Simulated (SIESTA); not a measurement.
**MoS2 under changes of volume**

One of the cells (27.693 Å³/atom); the others are scaled copies at fixed shape and fractional positions:

```
CELL_PARAMETERS angstrom
3.18402 0.00000 0.00000
-1.59201 2.75744 0.00000
0.00000 0.00000 28.38732
ATOMIC_POSITIONS crystal
Mo 0.33333 0.66667 0.22816
Mo 0.33333 0.66667 0.77184
Mo 0.66667 0.33333 0.00000
S 0.66667 0.33333 0.17349
S 0.66667 0.33333 0.71719
S 0.33333 0.66667 0.94533
S 0.66667 0.33333 0.28281
S 0.66667 0.33333 0.82651
S 0.33333 0.66667 0.05467
```

* Program: SIESTA 5.4.2
* Functional: LDA
* Potentials or basis: PseudoDojo 0.4 standard (LDA files)
* Basis: DZP (energy shift 0.003 Ry; two zetas on semicore shells)
* Grid cutoff: 800 Ry
* Energy shift: 0.003 Ry
* k mesh: 8 × 8 × 1
* Occupations: fermi-dirac, width 0.05 eV
* Spin: no spin polarisation

```csv
volume (Å³/atom),energy over the lowest point (meV/atom),gap on the mesh (eV),largest force (eV/Å)
26.031,16.78,1.40,1.275
26.585,?,?,?
27.139,0.00,1.36,0.470
27.693,3.16,1.33,0.112
28.246,13.01,1.30,0.334
28.800,28.83,1.27,0.640
29.354,50.00,1.25,0.921
```

What does the run at 26.585 Å³/atom give?

Energy over the lowest point 4.25 meV/atom; gap on the mesh 1.39 eV; largest force 0.857 eV/Å.

Worked out: A Birch-Murnaghan fit of order 3 (a polynomial in V^(-2/3)) to the other rows has its minimum at 27.17 Å³/atom with B0 = V·E''(V) = 105 GPa and B' = 4.4 at fixed shape and positions, which overstates the stiffness. It gives 4.24 meV/atom at 26.585 Å³/atom, against the run's 4.25. A straight line through the other rows of the gap, of slope -1.3 eV per unit of ln V, gives 1.38 eV, against the run's 1.39.

Energies are extrapolated to zero smearing.

Caveats: the basis of atomic orbitals isn't converged, which shifts pressures, moduli and gaps.

A mesh can miss the band edges. Spin-orbit coupling on Mo is left out.
